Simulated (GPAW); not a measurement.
MnO, 2 atoms in the cell. It takes space group Fm-3m (No. 225, cubic). The conventional cell has a = 4.448 Å, b = 4.448 Å, c = 4.448 Å, α = 90.00°, β = 90.00°, γ = 90.00°. Around Mn (site symmetry m-3m) lie 6 O at 2.22 Å. O (site symmetry m-3m) is surrounded by 6 Mn at 2.22 Å. The cell is a database's computed one.

| Item | Value |
| --- | --- |
| Program | GPAW 26.7.0 |
| Task | single point |
| Functional | LDA |
| Potentials or basis | the program's PAW data sets (release 1.2.1) made for this functional |
| Cutoff | 600 eV |
| Basis | pw |
| k mesh | 8 × 8 × 8 |
| Occupations | fermi-dirac, width 0.05 eV |
| Spin | collinear spin, ferromagnetic start |
| Starting moments | [5.0, 0.0] μB |
| Maxiter | 120 |
| Convergence | default |

Potentials or basis: the program's PAW data sets (release 1.2.1) made for this functional, pw.

Command:

```bash
$ OMP_NUM_THREADS=1 python run.py
```

Hardware: 1 thread of AMD EPYC 7R43 64-Core Processor (Zen 3) (shared host).

Question: How long does it take, and how much memory?

Answer: Wall time 27 s on 1 thread of AMD EPYC 7R43 64-Core Processor (Zen 3), on a shared host, peak memory 0.15 GiB. Counts: scf iterations 10, plane waves 754, bands 21, k points 29.
